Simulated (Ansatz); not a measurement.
A run of Ansatz 0.2.0 is set up as follows.

The input input.yaml:

```yaml
crystal:
  lattice:
    - [0.0, 2.269, 2.269]
    - [2.269, 0.0, 2.269]
    - [2.269, 2.269, 0.0]
  atoms:
    - { symbol: P, position: [0.75, 0.75, 0.75] }
    - { symbol: B, position: [0.0, 0.0, 0.0] }
hamiltonian:
  xc: blyp
  pseudopotentials: { kind: paw }
  dispersion: d4
kpoints:
  mp_grid: { grid: [10, 10, 10] }
scf:
  occupations: { method: fermi_dirac, width: 0.05 }
output:
  forces: true
  stress: true
relax:
  f_tol: 0.01
  max_steps: 40
  cell: { stress_tol: 0.05 }
```

Potentials or basis: Ansatz PAW.

Command:

```bash
$ ansatz run input.yaml --threads 2 --pin off --max-ram 5632MiB --backend cpu --events-out ev --progress --plain --runs-dir out
```

Q: Predict the band gap on the k mesh.

A: 1.49 eV.

Q: What does it give for the relaxed cell?

A: a = 3.183 Å, b = 3.183 Å, c = 3.183 Å, α = 60.00°, β = 60.00°, γ = 60.00°.

Final structure:
```yaml
crystal:
  lattice:
    - [0.00000, 2.25081, 2.25081]
    - [2.25081, 0.00000, 2.25081]
    - [2.25081, 2.25081, 0.00000]
  atoms:
    - { symbol: P, position: [0.75000, 0.75000, 0.75000] }
    - { symbol: B, position: [0.00000, 0.00000, 0.00000] }
```

Caveat: the plane-wave basis is chosen anew once the cell has moved, so the energies of steps on either side of that aren't comparable. A k mesh can miss the band edges.
